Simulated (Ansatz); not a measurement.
## Ga in Ansatz: convergence with cutoff

Input of the first run (cutoff 80 eV); the others differ in this setting and in those tied to it:

Contents of input.yaml:

```yaml
crystal:
  lattice:
    - [-1.3843987196, 1.3843987196, 2.3112238365]
    - [1.3843987196, -1.3843987196, 2.3112238365]
    - [1.3843987196, 1.3843987196, -2.3112238365]
  atoms:
    - { symbol: Ga, position: [0.0, 0.0, 0.0] }
kpoints:
  mp_grid: { grid: [13, 13, 13] }
scf:
  occupations: { method: fermi_dirac, width: 0.05 }
hamiltonian:
  xc: pbesol
  pseudopotentials: { kind: all_electron, lapw: { basis_error: 0.001 } }
output:
  forces: true
  stress: true
  eigenvalues: true
basis:
  ecutwfc: 80
```

Potentials or basis: all-electron LAPW, scalar-relativistic.

The run is started by

```bash
$ ansatz run input.yaml --threads 1 --pin off --max-ram 3072MiB --backend cpu --events-out ev --progress --plain --runs-dir out
```

This isn't the form of Ga at room conditions, which is orthorhombic.

Hardware: 1 thread of Intel(R) Xeon(R) Processor @ 2.50GHz (Skylake/Cascade Lake) (shared host).

Problem. The values tried are 80 eV, 110 eV, 140 eV, 180 eV, 230 eV, 290 eV, 360 eV, 450 eV, 560 eV, loosest first. From which on does the pressure stay within 0.1 GPa of the tightest run that finished?

Solution. From 180 eV on.

| cutoff | energy less the tightest run, at zero smearing (meV/atom) | pressure (GPa) | SCF cycles | CPU time (s) | peak memory (GiB) |
| --- | --- | --- | --- | --- | --- |
| 80 eV | 193.64 | 2.90 | 7 | 17 | 0.28 |
| 110 eV | 45.85 | 0.43 | 7 | 19 | 0.29 |
| 140 eV | 11.78 | -0.11 | 7 | 20 | 0.29 |
| 180 eV | 2.13 | -0.25 | 7 | 22 | 0.31 |
| 230 eV | 0.27 | -0.28 | 7 | 26 | 0.33 |
| 290 eV | 0.02 | -0.28 | 7 | 29 | 0.37 |
| 360 eV | 0.00 | -0.28 | 7 | 40 | 0.43 |
| 450 eV | 0.00 | -0.28 | 7 | 50 | 0.55 |
| 560 eV | 0.00 | -0.28 | 7 | 57 | 0.69 |

Against the tightest run, the energy stays within 1 meV/atom from 230 eV on. The tightest run that finished is the yardstick and may itself not be fully converged.
